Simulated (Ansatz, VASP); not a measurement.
# CdS (Hawleyite) in two plane-wave programs, part 2 of 2

Wanted: the spread between two codes on one cell, functional and k mesh.

VASP 6.6.1 and Ansatz 0.2.0.

So far: The starting structure; VASP: relaxation of cell and atoms, r2SCAN with rVV10.

## (3) Ansatz: relaxation of cell and atoms, r2SCAN with rVV10

Level of this step: Ansatz beside VASP: Kohn-Sham DFT, plane waves, r2SCAN with rVV10 (Ansatz).

Ansatz runs on its default PAW (the set named soft_2) files.

The same cell, functional, mesh and smearing now go to Ansatz, which takes its cutoff from its data sets.

input.yaml reads:

```yaml
crystal:
  lattice:
    - [0.0, 2.9165, 2.9165]
    - [2.9165, 0.0, 2.9165]
    - [2.9165, 2.9165, 0.0]
  atoms:
    - { symbol: Cd, position: [0.0, 0.0, 0.0] }
    - { symbol: S, position: [0.25, 0.25, 0.25] }
hamiltonian:
  xc: r2scan
  pseudopotentials: { kind: paw }
  dispersion: rvv10
kpoints:
  mp_grid: { grid: [8, 8, 8] }
scf:
  occupations: { method: fermi_dirac, width: 0.05 }
relax:
  f_tol: 0.01
  max_steps: 60
  cell: { stress_tol: 0.05 }
output:
  forces: true
  stress: true
  write_density: true
  write_potential: true
  elf: true
  volumetric_format: npy
```

The run is started by

```console
$ ansatz run input.yaml --threads 4 --pin off --max-ram 9216MiB --backend cpu --events-out ev --progress --plain --runs-dir out
```

Numbers of over 12 decimals in the logs are rounded to 6 here.

What it wrote:

```text
Engine: ansatz 0.2.0, x86_64-unknown-linux-gnu
Pseudopotentials: kind: paw
Pseudopotential: Cd, paw, valence charge 20, recommended cutoff 500 eV (meta_gga), Cd.paw.azcp
Pseudopotential: S, paw, valence charge 6, recommended cutoff 500 eV (meta_gga), S.paw.azcp
Functional definition: r2SCAN+rVV10
  parameter k0 = 0.174
  parameter k1 = 0.065
  parameter a1 = 4.9479
  exchange = r2scan_x(k0 = k0, k1 = k1, a1 = a1)
  correlation = r2scan_c + rvv10(11.95, 0.0093)
Crystal: 2 atoms, lattice volume = 49.615 Å³
Basis set: ecut = 500 eV, 1243 PW (Γ), exchange–correlation on 144×144×144 points (64 copies of the dense FFT grid, shifted against one another)
Bands: 17, of which v1, the nominal top of the filled ones, is band 13 counted from 1 (12 counted from 0)
Symmetry: 24 space group operations
Space group: F-43m (ITA 216), of the structure as read, at distance tolerance 3.7e-5 Å
k-points: 29 of 512 (time reversal used)
Non-local potential: Cd, projectors of the file, l = 0: 3, l = 1: 2, l = 2: 2, l = 3: 1
Non-local potential: S, projectors of the file, l = 0: 2, l = 1: 2, l = 2: 2
PAW form: soft (Blöchl's): semilocal exchange-correlation on the pseudo side does not see the compensation charge
rVV10 density: all electrons in the spheres
PAW frozen core: Cd, regenerated for the run's functional (the file was generated under x = pbe(κ = 0.804, μ = 0.219515), c = pbe(β = 0.066725))
PAW frozen core: S, regenerated for the run's functional (the file was generated under x = pbe(κ = 0.804, μ = 0.219515), c = pbe(β = 0.066725))
PAW one-centre angular grid: Cd, 590 points (default); XC on 160 Gauss nodes
PAW one-centre angular grid: S, 302 points (default); XC on 160 Gauss nodes
Initial density: superposition of atomic densities (neutral atoms: chi_scale 0, normalization atom), corrected by the library's trained network
Initial wavefunctions: pseudopotential atomic-orbital guess
Functional: x = r2scan, c = r2scan + rvv10(b = 11.95, C = 0.0093); τ floored in thin density (d = 2e-4 eV/Å³)
SCF iter   1: F=—  HF=-9173.149567 eV  |F-HF|=—  |Δ(HF+E_count)|=         —  Δρ=5.84e-3  dr2=9.74e-3  dr2_τ=1.60e-2  ethr=1.77e-3  ⟨swp⟩=5.7  Hψ=2460  notcnv=0
preconditioner: auto → none  [insulator: Δε(μ)=1.493 eV  Ē_g=13.029 eV  σ=0.050 eV  W_gap=1.00  n_scr=14 (ndim 8)  ℏωp=22.4 eV  f_vac=0.132  D(μ)=0.00/eV (n_scr^D=0)  ε∞_Penn≈3.9]
SCF iter   2: F=—  HF=-9173.160517 eV  |F-HF|=—  |Δ(HF+E_count)|=   1.10e-2  Δρ=3.04e-3  dr2=2.08e-3  dr2_τ=4.26e-4  ethr=3.75e-5  ⟨swp⟩=3.0  Hψ=1211  notcnv=0
SCF iter   3: F=—  HF=-9173.161063 eV  |F-HF|=—  |Δ(HF+E_count)|=   5.46e-4  Δρ=1.42e-3  dr2=4.47e-4  dr2_τ=6.42e-5  ethr=7.98e-6  ⟨swp⟩=2.1  Hψ=662  notcnv=0
SCF iter   4: F=—  HF=-9173.161266 eV  |F-HF|=—  |Δ(HF+E_count)|=   2.02e-4  Δρ=1.42e-4  dr2=8.03e-6  dr2_τ=6.91e-7  ethr=1.72e-6  ⟨swp⟩=3.0  Hψ=886  notcnv=0
SCF iter   5: F=—  HF=-9173.161252 eV  |F-HF|=—  |Δ(HF+E_count)|=   1.40e-5  Δρ=3.62e-5  dr2=2.90e-7  dr2_τ=2.81e-8  ethr=3.09e-8  ⟨swp⟩=2.2  Hψ=776  notcnv=0
SCF iter   6: F=-9173.161252 eV  HF=-9173.161252 eV  |F-HF|=8.63e-9  |Δ(HF+E_count)|=   2.43e-7  Δρ=4.97e-6  dr2=9.91e-9  dr2_τ=4.68e-9  ethr=3.85e-10  ⟨swp⟩=8.0  Hψ=2872  notcnv=0
SCF 1 converged in 6 iterations: F = -9173.161252 eV  dr2 = 9.91e-9
  greatest PAW one-centre occupation: 1.001 electrons in one spin orbital (limit 2), on the Cd atom at site 0 (counted from 0), in its partial waves of l = 1
relax step   1: F+E_penalty+E_count = -9173.16125182 eV  Δ(F+E_penalty+E_count) = +0.000e0 eV  max|allowed force component| = 1.249e-16 eV/Å  Δτ_max = 0.0000 Å  P = +0.577 GPa  Ω = 49.615 Å³  (6 SCF iters, dr2 threshold 1.00e-7 eV, accepted)
[...]
relax step   2: F+E_penalty+E_count = -9173.16190310 eV  Δ(F+E_penalty+E_count) = -6.513e-4 eV  max|allowed force component| = 8.442e-17 eV/Å  Δτ_max = 0.0000 Å  P = -0.019 GPa  Ω = 50.075 Å³  energy of the carried Pulay correction = -1.405e-4 eV  (5 SCF iters, dr2 threshold 2.00e-7 eV, accepted)
[...]
relax step   3: F+E_penalty+E_count = -9173.16205575 eV  Δ(F+E_penalty+E_count) = -1.527e-4 eV  max|allowed force component| = 7.517e-17 eV/Å  Δτ_max = 0.0000 Å  P = -0.017 GPa  Ω = 50.075 Å³  stress off target by 1.65e-2 GPa  SCF on the basis re-selected at this cell (its energy is not comparable with the rows above)  (5 SCF iters)
basis re-selected at this cell: Δ(F+E_penalty+E_count) = -1.527e-4 eV, ΔP = +0.002 GPa vs the last step (what re-selecting the basis moved, of the pressure what is left beyond the Pulay correction that the steps carried, after the strain that the cell walked since its last selection, with what the two solves' SCF thresholds leave and, on support functions, any second-order correction that the steps lacked; it is no m [...]
SCF converged after 5 iterations
Free energy (F): -9173.162056 eV
Harris-Foulkes:  -9173.162056 eV  (|F-HF|=7.28e-12)
Internal energy: -9173.162056 eV  (E = F + TS)
E sigma→0 (E₀):  -9173.162056 eV
Fermi energy:    7.294150 eV
--- Per-component energies (eV) ---
  E_band       = -537.017198
  E_kinetic    = 611.748919
  E_local      = -4027.125708  (includes V_loc(G=0)·N_el)
  E_nonlocal   = 63.013637
  E_hartree    = 1849.846545
  E_xc         = -257.530318
  E_vxc        = -339.619515  (∫ρ·V_xc dr)
  E_paw        = -4715.754576  (= ΣΔE_a)
  E_vpaw       = -566.448320  (= ΣTr[D̂ρ^β])
  E_aug_tail   = 0.000006  (compensation charges beyond the density's cutoff)
  E_vtau       = 21.720674  (kinetic-family band-sum trace: ∫τ·v_τ [+ j·A + Jᵃ·Aᵃ] dr)
  E_ewald      = -2696.686023
  E_core_change = -0.674537  (= ΣΔE_core)
  E_smearing   = -0.000000  (= −TS)
  E_closure    = -0.000000  (closes the sum)
  Σ components = -9173.162056   (vs F -9173.162056, Δ=0.00e0)
--- Forces (eV/Å), atoms counted from 1 ---
  atom   1  Cd     0.00000000    -0.00000000    -0.00000000
  atom   2  S      0.00000000     0.00000000     0.00000000
  max |Σ_I F_I| component: 8.10e-17 eV/Å
--- Stress (GPa, compression-positive) ---
       -0.016531       0.000000       0.000000
        0.000000      -0.016531       0.000000
        0.000000       0.000000      -0.016531
  P = ⅓ Tr σ = -0.0165 GPa (-0.165 kbar)
--- Band table (eV; the first three rows and the last of 29) ---
  k-point 0: bands = [... 9 lower, -0.9593, 6.4970, 6.4970, 6.4970, 8.0132, 13.5378, 13.5378, 13.5378]
  k-point 1: bands = [... 9 lower, -0.9603, 5.5158, 6.3755, 6.3755, 8.8184, 13.2265, 13.7397, 13.7397]
  k-point 2: bands = [... 9 lower, -0.9548, 4.0196, 6.1006, 6.1006, 9.6659, 13.1550, 14.0307, 14.0307]
  k-point 28: bands = [... 9 lower, -0.3317, 2.6315, 4.2191, 4.2691, 12.1490, 12.4113, 14.2245, 14.8271]
--- Relaxed structure (2 steps of the walk, 2 accepted, 1 SCFs on fresh bases) ---
  F+E_penalty+E_count = -9173.16205575 eV   max|allowed force component| = 7.517e-17 eV/Å   (the final SCF, on the basis selected at the relaxed cell)
  cell:  # Å, volume = 50.0746 Å³
    - [0, 2.925471, 2.925471]
    - [2.925471, 0, 2.925471]
    - [2.925471, 2.925471, 0]
  atoms:
    - { symbol: Cd, position: [0, 0, 0] }
    - { symbol: S, position: [0.250000, 0.250000, 0.250000] }
```

It took 6.5 s on 4 threads of Intel Xeon 6975P-C (Granite Rapids), shared host; peak memory 0.64 GiB.

## (4) Differences

Known differences besides the potentials themselves: VASP keeps PBE cores, Ansatz makes them for the functional; both relaxations stop at a tolerance, which leaves soft axes loose, and VASP keeps its plane-wave basis; the data sets hold 26 valence electrons in Ansatz (default PAW (the set named soft_2) files) and 18 in VASP; the cutoff is 500 eV in Ansatz and 520 eV in VASP; Ansatz adds a Pulay correction to the stress that steers its cell, VASP none. Total energies have different zeros and are not compared.

Compared:

```csv
quantity,Ansatz,VASP,difference
volume (Å³),50.07,50.38,-0.60 %
"edge a after relaxation, in the typed setting (Å)",4.137,4.146,-0.20 %
```

The walks stopped with -0.02 GPa left in Ansatz and 0.00 GPa in VASP; each walk ends within a tolerance, so the volume difference is uncertain by about these residues over the bulk modulus, most in soft cells.

## (5) Results

```yaml
difference_in_volume_relaxation_of_cell_and_atoms_r2scan_with_rvv10: -0.60 %
```

In words: The difference in volume is -0.60 % (relaxation of cell and atoms, r2SCAN with rVV10), within the 1.2 % picked in this series as the mark of a large difference, as far as the stopping tolerances let one tell. Such differences can come from data sets, numerical settings and the points named under the comparisons, not from the functional's error against experiment.

[Lines on the potential files, build, host, timing and source positions are cut from VASP's logs without a mark.]

[Logs are printed without paths, hosts, clocks, repeated set-up lines and the standing remarks that a program may print on its own settings, such as how far it seeks lower states.]

[Hosts, paths, dates, database ids (printed as entryN), source tags and the programs' standing remarks are cut or masked in the printed files.]
